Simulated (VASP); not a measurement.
# CaO: pressure as volume per atom varies

Results calculated with VASP 6.6.1, not measured. Plane-wave PAW density functional theory at fixed cell and atoms, no spin polarisation; stress and pressure are positive in compression.

Cell of the first row (space group Fm-3m, No. 225):
```
CELL_PARAMETERS angstrom
0.00000 2.27770 2.27770
2.27770 0.00000 2.27770
2.27770 2.27770 0.00000
ATOMIC_POSITIONS crystal
Ca 0.00000 0.00000 0.00000
O 0.50000 0.50000 0.50000
```

Settings of every row: functional PBE; spin orbit no; screening parameter 0 Å⁻¹; occupations Fermi-Dirac; smearing width 0.02 eV; wave cutoff 520 eV; datasets recommended PBE set; valence electrons 16; k mesh a 10; k mesh b 10; k mesh c 10.

| row | volume per atom (Å³) | pressure (GPa) |
| --- | --- | --- |
| 1 | 11.816 | 28.46 |
| 2 | 12.193 | 21.96 |
| 3 | 12.578 | 16.27 |
| 4 | 12.971 | 11.27 |
| 5 | 13.372 | 6.9 |
| 6 | 13.782 | 3.08 |
| 7 | 14.199 | -0.25 |
| 8 | 14.625 | ? |
| 9 | 15.06 | -5.65 |
| 10 | 15.503 | -7.82 |

Question: what pressure should row 8 give?

Worked fit of pressure. Take u = (V_r/V)^(2/3) − 1 with V_r = 13.372 Å³ an atom, which is twice the finite (Eulerian) strain; such expansions in the strain, on which the Birch-Murnaghan equation of state is built, carry the rest volume and the bulk modulus. The shown rows have u = 0.08597, 0.06347, 0.04165, 0.02051, 0, -0.01993, -0.03922, -0.07619, -0.09388. Least squares give pressure = 6.9 + 202.14 × u + 526 × u² + 459 × u³ GPa; a parabola predicts inner rows, each left out in turn, worse (root mean square 0.073 against 0.0056 GPa). The rows lie off it by 0.00, -0.01, 0.01, 0.00, 0.00, 0.00, 0.00, 0.00, 0.00. The pressure vanishes at u = -0.0377, or V = 14.17 Å³ an atom, and there the bulk modulus at fixed shape and fractions is B = −V dP/dV = (2/3)(1 + u) dP/du = 105 GPa. The withheld row has u = -0.05797, so the fit gives 6.9 + 202.14 × (-0.05797) + 526 × (-0.05797)² + 459 × (-0.05797)³ = -3.14 GPa.

The calculation gave -3.15 GPa. The fit lies 0.01 GPa (0.028 % of the column's range) above it, one unit of the last digit.
